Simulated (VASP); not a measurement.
# KMgF3 (Pm-3m) in VASP: single point with PBEsol

Aim: the single point of KMgF3 with PBEsol.

Program: VASP 6.6.1. These are calculated values, not measurements. Logs are shortened: lines on timing, memory, paths and dates and some standing lists are left out, and cuts for length are marked.

## Step 1: The crystal as given

Symmetry: Pm-3m, No. 221, cubic system. Conventional cell: a = 3.986 Å, b = 3.986 Å, c = 3.986 Å, α = 90.00°, β = 90.00°, γ = 90.00°. K (site symmetry m-3m) has 12 F at 2.82 Å as nearest neighbours. Mg (site symmetry m-3m) has 6 F at 1.99 Å as nearest neighbours. Around F (site symmetry 4/mmm) lie 2 Mg at 1.99 Å.

## Step 2: Single point, PBEsol

Input file INCAR:

```
PREC = Accurate
ENCUT = 520
EDIFF = 1E-6
ISMEAR = 0
SIGMA = 0.1
LREAL = F
LASPH = T
NELM = 60
ALGO = Normal
ISIF = 2
LWAVE = F
LCHARG = F
GGA = PS
NBANDS = 24
```

Input file KPOINTS:

```
Automatic mesh
0
Gamma
  4 4 4
```

Input file POSCAR:

```
KMgF3
1.0
    3.9859000000      0.0000000000      0.0000000000
    0.0000000000      3.9859000000      0.0000000000
    0.0000000000      0.0000000000      3.9859000000
K Mg F
1 1 3
Direct
    0.5000000000      0.5000000000      0.5000000000
    0.0000000000      0.0000000000      0.0000000000
    0.5000000000      0.0000000000      0.0000000000
    0.0000000000      0.5000000000      0.0000000000
    0.0000000000      0.0000000000      0.5000000000
```

Potentials or basis: VASP PAW PBE potentials, release 64 (K_sv, Mg, F).

On the command line:

```bash
cat potpaw_PBE.64/K_sv/POTCAR potpaw_PBE.64/Mg/POTCAR potpaw_PBE.64/F/POTCAR > POTCAR
mpirun -np 1 vasp_std > vasp.out
```

OUTCAR:

```text
PREC = Accurate
   ENCUT = 520
   EDIFF = 1E-6
   ISMEAR = 0
   LREAL = F
   LASPH = T
   NELM = 60
   ISIF = 2
   GGA = PS

 ion  position               nearest neighbor table
   1  0.500  0.500  0.500-   3 2.82   4 2.82   5 2.82   3 2.82   4 2.82   3 2.82   5 2.82   3 2.82
                             4 2.82   5 2.82   4 2.82   5 2.82   2 3.45   2 3.45   2 3.45   2 3.45
   2  0.000  0.000  0.000-   3 1.99   4 1.99   5 1.99   5 1.99   4 1.99   3 1.99   1 3.45   1 3.45
                             1 3.45   1 3.45   1 3.45   1 3.45   1 3.45   1 3.45
   3  0.500  0.000  0.000-   2 1.99   2 1.99   1 2.82   1 2.82   1 2.82   1 2.82
   4  0.000  0.500  0.000-   2 1.99   2 1.99   1 2.82   1 2.82   1 2.82   1 2.82
   5  0.000  0.000  0.500-   2 1.99   2 1.99   1 2.82   1 2.82   1 2.82   1 2.82

  LATTYP: Found a simple cubic cell.
 ALAT       =     3.9859000000

  Lattice vectors:

 A1 = (   3.9859000000,   0.0000000000,   0.0000000000)
 A2 = (   0.0000000000,   3.9859000000,   0.0000000000)
 A3 = (   0.0000000000,   0.0000000000,   3.9859000000)

Analysis of symmetry for initial positions (statically):
=====================================================================
 Subroutine PRICEL returns:
 Original cell was already a primitive cell.

 Routine SETGRP: Setting up the symmetry group for a
 simple cubic supercell.

 Subroutine GETGRP returns: Found 48 space group operations
 (whereof 48 operations were pure point group operations)
 out of a pool of 48 trial point group operations.

The static configuration has the point symmetry O_h .

Analysis of symmetry for dynamics (positions and initial velocities):
=====================================================================
 Subroutine PRICEL returns:
 Original cell was already a primitive cell.

 Routine SETGRP: Setting up the symmetry group for a
 simple cubic supercell.

 Subroutine GETGRP returns: Found 48 space group operations
 (whereof 48 operations were pure point group operations)
 out of a pool of 48 trial point group operations.

The dynamic configuration has the point symmetry O_h .

 Subroutine INISYM returns: Found 48 space group operations
 (whereof 48 operations are pure point group operations),
 and found     1 'primitive' translations

----------------------------------------------------------------------------------------

                                     Primitive cell

  volume of cell :      63.3256

  direct lattice vectors                    reciprocal lattice vectors
     3.985900000  0.000000000  0.000000000     0.250884367  0.000000000  0.000000000
     0.000000000  3.985900000  0.000000000     0.000000000  0.250884367  0.000000000
     0.000000000  0.000000000  3.985900000     0.000000000  0.000000000  0.250884367

  length of vectors
     3.985900000  3.985900000  3.985900000     0.250884367  0.250884367  0.250884367

  position of ions in fractional coordinates (direct lattice)
     0.500000000  0.500000000  0.500000000
     0.000000000  0.000000000  0.000000000
     0.500000000  0.000000000  0.000000000
     0.000000000  0.500000000  0.000000000
     0.000000000  0.000000000  0.500000000

  ion indices of the primitive-cell ions
   primitive index   ion index
                 1           1
                 2           2
                 3           3
                 4           4
                 5           5

----------------------------------------------------------------------------------------

 KPOINTS: Automatic mesh

Automatic generation of k-mesh.
 Grid dimensions read from file:
 generate k-points for:    4    4    4

 Generating k-lattice:

  Cartesian coordinates                     Fractional coordinates (reciprocal lattice)
     0.062721092  0.000000000  0.000000000     0.250000000  0.000000000  0.000000000
     0.000000000  0.062721092  0.000000000     0.000000000  0.250000000  0.000000000
     0.000000000  0.000000000  0.062721092     0.000000000  0.000000000  0.250000000

  Length of vectors
     0.062721092  0.062721092  0.062721092

  Shift w.r.t. Gamma in fractional coordinates (k-lattice)
     0.000000000  0.000000000  0.000000000

 Subroutine IBZKPT returns following result:
 ===========================================

 Found     10 irreducible k-points:

 Following reciprocal coordinates:
            Coordinates               Weight
  0.000000  0.000000  0.000000      1.000000
  0.250000  0.000000  0.000000      6.000000
  0.500000  0.000000  0.000000      3.000000
  0.250000  0.250000  0.000000     12.000000
  0.500000  0.250000  0.000000     12.000000
  0.500000  0.500000  0.000000      3.000000
  0.250000  0.250000  0.250000      8.000000
  0.500000  0.250000  0.250000     12.000000
  0.500000  0.500000  0.250000      6.000000
  0.500000  0.500000  0.500000      1.000000
   k-points           NKPTS =     10   k-points in BZ     NKDIM =     10   number of bands    NBANDS=     24
   number of dos      NEDOS =    301   number of ions     NIONS =      5
   total plane-waves  NPLWV =  27000
   dimension x,y,z NGX =    30 NGY =   30 NGZ =   30
   dimension x,y,z NGXF=    60 NGYF=   60 NGZF=   60
   ions per type =               1   1   3
   NGX,Y,Z   is equivalent  to a cutoff of  12.51, 12.51, 12.51 a.u.
   NGXF,Y,Z  is equivalent  to a cutoff of  25.03, 25.03, 25.03 a.u.
 SYSTEM =  unknown system
   PREC   = accura    normal or accurate (medium, high low for compatibility)
   ISTART =      0    job   : 0-new  1-cont  2-samecut
   ICHARG =      2    charge: 1-file 2-atom 10-const
   ISPIN  =      1    spin polarized calculation?
   LNONCOLLINEAR =      F non collinear calculations
   LSORBIT =      F    spin-orbit coupling
   LASPH  =      T    aspherical Exc in radial PAW
   ENCUT  =  520.0 eV  38.22 Ry    6.18 a.u.   7.41  7.41  7.41*2*pi/ulx,y,z
   NELM   =     60;   NELMIN=  2; NELMDL= -5     # of ELM steps
   EDIFF  = 0.1E-05   stopping-criterion for ELM
   LREAL  =      F    real-space projection
[... 7 lines left out ...]
   TEBEG  =    0.0;   TEEND  =   0.0 temperature during run
   PSTRESS=    0.0 pullay stress
   NELECT =      32.0000    total number of electrons
   NUPDOWN=      -1.0000    fix difference up-down
   EMIN   =  10.00;   EMAX   =-10.00  energy-range for DOS
   EFERMI =   0.00;   METHOD = LEGACY
   ISMEAR =     0;   SIGMA  =   0.10  broadening in eV -4-tet -1-fermi 0-gaus
   EFERMI_NEDOS =   21; number of points for ismear=-14 and -15
   IALGO  =     38    algorithm
   IMIX   =      4    mixing-type and parameters
     AMIX     =   0.40;   BMIX     =  1.00
     AMIX_MAG =   1.60;   BMIX_MAG =  1.00
  volume/ion in A,a.u.               =      12.67        85.47
  Fermi-wavevector in a.u.,A,eV,Ry     =   1.303962  2.464132 23.134232  1.700318
  Thomas-Fermi vector in A             =   2.434930
   LORBIT       =      0    0 simple, 1 ext, 2 COOP (PROOUT), +10 PAW based schemes
   GGA     = PS    functional components
   LHFCALC =     F    Hartree Fock is set to
   AEXX    =    0.0000 exact exchange contribution
   IVDW    =     0    specifies the selected vdW correction
   LEPSILON=     F    determine dielectric tensor
   LRPA    =     F    only Hartree local field effects (RPA)
 non-spin polarized calculation
 Gauss-broadening in eV      SIGMA  =   0.10
  energy-cutoff  :      520.00
  volume of cell :       63.33
 maximum number of plane-waves:      1743
 NGX is ok and might be reduce to    30
   NGX = 15   NGY = 15   NGZ = 15

 number of electron      31.9999958 magnetization

 Free energy of the ion-electron system (eV)
  ---------------------------------------------------
  ext. energy  EPLUGINS =         0.00000000
  ---------------------------------------------------
  free energy    TOTEN  =       -25.26290584 eV

  energy without entropy =      -25.26290584  energy(sigma->0) =      -25.26290584

 E-fermi :  -1.2660     XC(G=0):  -9.9449

 val. band max:       -1.7064479463   @ k =   0.5000   0.5000   0.5000
 cond. band min:       5.4158919217   @ k =   0.0000   0.0000   0.0000
 fundamental gap:      7.1223398680
 Fermi energy:        -1.2660293367

 k-point     1 :       0.0000    0.0000    0.0000
  band No.  band energies     occupation
      1     -27.1832      2.00000
      2     -21.7179      2.00000
      3     -21.0485      2.00000
      4     -21.0485      2.00000
      5     -10.7479      2.00000
      6     -10.7479      2.00000
[... 16 lines left out ...]
     23      12.1600      0.00000
     24      15.0186      0.00000

 k-point     2 :       0.2500    0.0000    0.0000
  band No.  band energies     occupation
      1     -27.1683      2.00000
      2     -21.6529      2.00000
      3     -21.1282      2.00000
      4     -21.0432      2.00000
      5     -10.7395      2.00000
      6     -10.7186      2.00000
[... 16 lines left out ...]
     23      12.1118      0.00000
     24      14.7976      0.00000

 k-point     3 :       0.5000    0.0000    0.0000
  band No.  band energies     occupation
      1     -27.1532      2.00000
      2     -21.5617      2.00000
      3     -21.2346      2.00000
      4     -21.0381      2.00000
      5     -10.7312      2.00000
      6     -10.6887      2.00000
[... 16 lines left out ...]
     23      12.6743      0.00000
     24      13.6133      0.00000
[... 136 lines left out ...]
 k-point     9 :       0.5000    0.5000    0.2500
  band No.  band energies     occupation
      1     -27.1247      2.00000
      2     -21.2620      2.00000
      3     -21.2457      2.00000
      4     -21.2457      2.00000
      5     -10.8845      2.00000
      6     -10.8845      2.00000
[... 16 lines left out ...]
     23      12.4898      0.00000
     24      12.4965      0.00000

 k-point    10 :       0.5000    0.5000    0.5000
  band No.  band energies     occupation
      1     -27.1176      2.00000
      2     -21.2354      2.00000
      3     -21.2354      2.00000
      4     -21.2354      2.00000
      5     -10.9430      2.00000
      6     -10.9430      2.00000
[... 16 lines left out ...]
     23      13.2448      0.00000
     24      13.2448      0.00000

------------------------ aborting loop because EDIFF is reached ----------------------------------------

  FORCE on cell =-STRESS in cart. coord.  units (eV):
  Direction    XX          YY          ZZ          XY          YZ          ZX
  --------------------------------------------------------------------------------------
  -------------------------------------------------------------------------------------
  Total       -0.0380835     -0.0380835     -0.0380835      0.0000000      0.0000000      0.0000000
  in kB       -0.9635373     -0.9635373     -0.9635373      0.0000000      0.0000000      0.0000000
  external PRESSURE =      -0.9635373 kB  Pullay stress =       0.0000000 kB

 VOLUME and BASIS-vectors are now :
 -----------------------------------------------------------------------------
  energy-cutoff  :      520.00
  volume of cell :       63.33
      direct lattice vectors                 reciprocal lattice vectors
     3.985900000  0.000000000  0.000000000     0.250884367  0.000000000  0.000000000
     0.000000000  3.985900000  0.000000000     0.000000000  0.250884367  0.000000000
     0.000000000  0.000000000  3.985900000     0.000000000  0.000000000  0.250884367

 POSITION                                       TOTAL-FORCE (eV/Angst)
 -----------------------------------------------------------------------------------
      1.99295      1.99295      1.99295         0.000000      0.000000      0.000000
      0.00000      0.00000      0.00000         0.000000      0.000000      0.000000
      1.99295      0.00000      0.00000         0.000000      0.000000      0.000000
      0.00000      1.99295      0.00000         0.000000      0.000000      0.000000
      0.00000      0.00000      1.99295         0.000000      0.000000      0.000000
 -----------------------------------------------------------------------------------
    total drift:                                0.000000     -0.000000      0.000000

  FREE ENERGIE OF THE ION-ELECTRON SYSTEM (eV)
  ---------------------------------------------------
  free  energy   TOTEN  =       -25.2629058420 eV

  energy  without entropy=      -25.2629058420  energy(sigma->0) =      -25.26290584
```

Run time: 13 s. Hardware: 1 thread of Intel Xeon Platinum 8488C (Sapphire Rapids), shared host; peak memory 0.17 GiB.

Results:

| Item | Value |
| --- | --- |
| Free energy | -25.2629 eV |
| Pressure | -0.1 GPa |
| Band gap on the k mesh | 7.12 eV, indirect (least direct gap 7.45 eV) |

Caveat: the PAW data sets were made with another functional, which shifts forces and pressure a little. A k mesh can miss the band edges.
